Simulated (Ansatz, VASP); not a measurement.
**Hf: VASP beside Ansatz**

```
CELL_PARAMETERS angstrom
-1.81100 1.81100 1.81100
1.81100 -1.81100 1.81100
1.81100 1.81100 -1.81100
ATOMIC_POSITIONS crystal
Hf 0.00000 0.00000 0.00000
```

Change from the starting cell: volume scaled by 1.01, crystal datasets.

Alike in both runs: task electric field gradients; functional PBEsol; k mesh 14 × 14 × 14; occupations fermi-dirac, width 0.05 eV; no spin polarisation.

|  | VASP | Ansatz |
| --- | --- | --- |
| version | VASP 6.6.1 | Ansatz 0.2.0 |
| potentials or method | VASP PAW PBE potentials, release 64 (Hf_pv), cutoff 520 eV | all-electron PAW with datasets made for the crystal, scalar-relativistic |

```tsv
	VASP	Ansatz	Ansatz less VASP
pressure (GPa)	-10.1	-9.7	+0.34
Vzz of the field gradient on the site that differs most (V/Å²)	0.0	0.0	0.00
```

Ansatz ran all-electron here, so the differences hold the error of VASP's frozen core and of both bases. Ansatz warned: «gradients_without_spin_orbit».

Caveats: the PAW data sets were made with another functional, which shifts forces and pressure a little (VASP). The runs have no spin-orbit coupling, so splittings on Hf are missing.
